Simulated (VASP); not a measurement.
Wanted: the native input for a VASP 6.6.1 run.

* Task: electric field gradients
* Functional: PBEsol
* Potentials or basis: VASP PAW PBE potentials, release 64 (Fe, Si)
* Cutoff: 520 eV
* k mesh: 10 × 10 × 5
* Occupations: gaussian, width 0.02 eV
* Spin: collinear spin, ferromagnetic start
* Starting moments: [3.0, 0.0, 0.0] μB
* Further INCAR settings: ALGO = Fast; EDIFF = 1e-08

The structure of FeSi2 (Linzhiite) lies in POSCAR:

```
FeSi2
1.0
    2.6840000000      0.0000000000      0.0000000000
    0.0000000000      2.6840000000      0.0000000000
    0.0000000000      0.0000000000      5.1280000000
Fe Si
1 2
Direct
    0.0000000000      0.0000000000      0.0000000000
    0.5000000000      0.5000000000      0.7300000000
    0.5000000000      0.5000000000      0.2700000000
```

One way to write it, as run:

INCAR

```
  PREC = Accurate
  ENCUT = 520
  EDIFF = 1E-8
  ISMEAR = 0
  SIGMA = 0.02
  LREAL = False
  LASPH = True
  NELM = 100
  ALGO = Fast
  ISIF = 2
  LWAVE = False
  LCHARG = False
  ISPIN = 2
  MAGMOM = 3 0 0
  LORBIT = 11
  LMAXMIX = 4
  GGA = PS
  LEFG = True
```

KPOINTS

```
Automatic mesh
0
Gamma
  10 10 5
```

Potentials or basis: VASP PAW PBE potentials, release 64 (Fe, Si).

Command:

```bash
$ cat potpaw_PBE.64/Fe/POTCAR potpaw_PBE.64/Si/POTCAR > POTCAR
$ mpirun -np 1 vasp_std > vasp.out
```

Results of the run:

```json
{"Pressure": "-1.1 GPa", "Largest force": "0.277 eV/Å", "Band gap on the k mesh": "none (metal or under the smearing width)", "Net moment": "0.10 μB per cell", "Site moments": "Fe +0.10; Si -0.00 μB", "Valence electrons inside the program's atomic spheres": "Fe 7.88; Si 1.63"}
```

Caveat: the PAW data sets were made with another functional, which shifts forces and pressure a little.

Run time: 30 s on 1 thread of Intel(R) Xeon(R) 6975P-C (Granite Rapids), on a shared host, peak memory 0.19 GiB.
